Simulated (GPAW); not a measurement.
Crystal: Ir.

```
Ir
1.0
     0.00000    1.91560    1.91560
     1.91560    0.00000    1.91560
     1.91560    1.91560    0.00000
Ir
1
Direct
  0.00000 0.00000 0.00000
```

| Quantity | Value |
| --- | --- |
| Program | GPAW 26.7.0 |
| Task | single point |
| Functional | PBEsol |
| Potentials or basis | PAW data sets generated in the run's folder for this functional |
| Cutoff | 600 eV |
| Basis | pw |
| k mesh | 12 × 12 × 12 |
| Occupations | fermi-dirac, width 0.05 eV |
| Spin | no spin polarisation |

On this cell: pressure -2.0 GPa; band gap on the k mesh none (metal or under the smearing width).

The same run follows on a disturbed copy (cell strained at random at fixed volume):

```
Ir
1.0
    -0.00903    1.95837    1.93892
     1.89839    0.02290    1.90699
     1.89968    1.92773    0.02161
Ir
1
Cartesian
  -0.0331 -0.0321 -0.0109
```

Q: What does the disturbed cell give?

A: The energy (extrapolated to zero smearing) moves by +12.6 meV/atom; pressure -1.6 GPa; band gap on the k mesh none (metal or under the smearing width).

Stress tensor (GPa, compression positive):
```
 0.56  1.22  1.71
 1.22 -4.69 -8.20
 1.71 -8.20 -0.67
```
